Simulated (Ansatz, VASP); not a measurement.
## One calculation of InAs, two programs

```
In As
1.0
     0.00000    2.87730    2.87730
     2.87730    0.00000    2.87730
     2.87730    2.87730    0.00000
In As
1 1
Direct
  0.50000 0.50000 0.50000
  0.00000 0.00000 0.00000
```

Measurements of this composition are mostly on another form, of space group No. 216.

Alike in both runs: functional PBE; k mesh 8 × 8 × 8; occupations gaussian, width 0.02 eV; no spin polarisation.

|  | VASP | Ansatz |
| --- | --- | --- |
| version | VASP 6.6.1 | Ansatz 0.2.0 |
| potentials or method | VASP PAW PBE potentials, release 64 (In_d, As) | Ansatz PAW |
| plane-wave cutoff (eV) | 520 | 420 |
| valence electrons in the cell | 18 | 28 |
| task | atomic charges | single point |

|  | VASP | Ansatz | Ansatz less VASP |
| --- | --- | --- | --- |
| gap on the k mesh at the Fermi level (eV) | none | none | - |
| pressure (GPa) | 0.0 | 0.0 | -0.04 |

A gap of «none» marks a metal or a gap that the smearing closes. With one functional, cell and mesh, what is left measures potentials, basis and numerics. The two sets of potentials don't hold the same shells in valence.
